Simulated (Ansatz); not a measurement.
Set up this calculation in Ansatz 0.2.0, as the native input.

| Item | Value |
| --- | --- |
| Task | relaxation of cell and atoms |
| Functional | revPBE |
| Potentials or basis | Ansatz PAW |
| Cutoff | 420 eV (not typed: the program's choice for these potentials) |
| k mesh | 11 × 11 × 11 |
| Occupations | fermi-dirac, width 0.05 eV |
| Spin | no spin polarisation |

Crystal: W.

```
W
1.0
     0.00000    2.03000    2.03000
     2.03000    0.00000    2.03000
     2.03000    2.03000    0.00000
W
1
Direct
  0.00000 0.00000 0.00000
```

This isn't the form of W at room conditions, which is bcc.

The input as run:

input.yaml

```yaml
crystal:
  lattice:
    - [0.0, 2.03, 2.03]
    - [2.03, 0.0, 2.03]
    - [2.03, 2.03, 0.0]
  atoms:
    - { symbol: W, position: [0.0, 0.0, 0.0] }
hamiltonian:
  xc: revpbe
  pseudopotentials: { kind: paw }
kpoints:
  mp_grid: { grid: [11, 11, 11] }
scf:
  occupations: { method: fermi_dirac, width: 0.05 }
output:
  forces: true
  stress: true
  eigenvalues: true
relax:
  f_tol: 0.01
  max_steps: 40
  cell: { stress_tol: 0.05 }
```

Potentials or basis: Ansatz PAW.

Run with:

```bash
$ ansatz run input.yaml --threads 2 --pin off --max-ram 5632MiB --backend cpu --events-out ev --progress --plain --runs-dir out
```

It gave:

- Relaxed volume: 16.59 Å³/atom
- Relaxed cell: a = 2.863 Å, b = 2.863 Å, c = 2.863 Å, α = 60.00°, β = 60.00°, γ = 60.00°
- Space group after relaxing (to 0.05 Å): Fm-3m (No. 225)
- Energy gained by relaxing: 1.1 meV/atom
- Ionic steps: 4
- Pressure after relaxing: 0.0 GPa
- Band gap on the k mesh: none (metal or under the smearing width)

Caveat: the plane-wave basis is chosen anew once the cell has moved, so the energies of steps on either side of that aren't comparable; the PAW data sets come from PBE, with cores solved anew for the run's functional, which leaves a small shift of forces and pressure.

It took 2.7 s on 2 threads of Arm Neoverse V1 (shared host), peak memory 0.27 GiB.
